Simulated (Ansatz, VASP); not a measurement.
**HfN: VASP beside Ansatz**

INCAR

```
SYSTEM = HfN
  PREC = Accurate
  ENCUT = 520
  EDIFF = 1E-6
  ISMEAR = 1
  SIGMA = 0.1
  LREAL = .False.
  LASPH = .True.
  NELM = 60
  ALGO = Normal
  ISIF = 2
  LWAVE = .False.
  LCHARG = .False.
  GGA = PE
  NBANDS = 14
```

The input KPOINTS:

```
Automatic mesh
0
Gamma
  9 9 9
  0 0 0
```

File POSCAR:

```
HfN
1.0
    0.0000000000      2.2560000000      2.2560000000
    2.2560000000      0.0000000000      2.2560000000
    2.2560000000      2.2560000000      0.0000000000
Hf N
1 1
Direct
    0.0000000000      0.0000000000      0.0000000000
    0.5000000000      0.5000000000      0.5000000000
```

Input for Ansatz:

```yaml
crystal:
  lattice:
    - [0.0, 2.256, 2.256]
    - [2.256, 0.0, 2.256]
    - [2.256, 2.256, 0.0]
  atoms:
    - { symbol: Hf, position: [0.0, 0.0, 0.0] }
    - { symbol: "N", position: [0.5, 0.5, 0.5] }
basis:
  ecutwfc: 500.0
kpoints:
  mp_grid:
    grid: [9, 9, 9]
hamiltonian:
  xc: pbe
  pseudopotentials:
    kind: paw
scf:
  occupations:
    method: cold
    width: 0.1
output:
  stress: true
```

Alike in both runs: task single point; functional PBE; k mesh 9 × 9 × 9; no spin polarisation.

|  | VASP | Ansatz |
| --- | --- | --- |
| version | VASP 6.6.1 | Ansatz 0.2.0 |
| potentials or method | VASP PAW PBE potentials, release 64 (Hf_pv, N) | plane waves, PAW |
| plane-wave cutoff (eV) | 520 | 500 |
| occupations | methfessel-paxton of order 1, width 0.1 eV | cold, width 0.1 eV |
| valence electrons in the cell | 15 | 31 |

```tsv
	VASP	Ansatz	Ansatz less VASP
pressure (GPa)	4.2	6.5	+2.37
```

The two sets of potentials don't hold the same shells in valence.

The runs have no spin-orbit coupling, so splittings on Hf are missing.
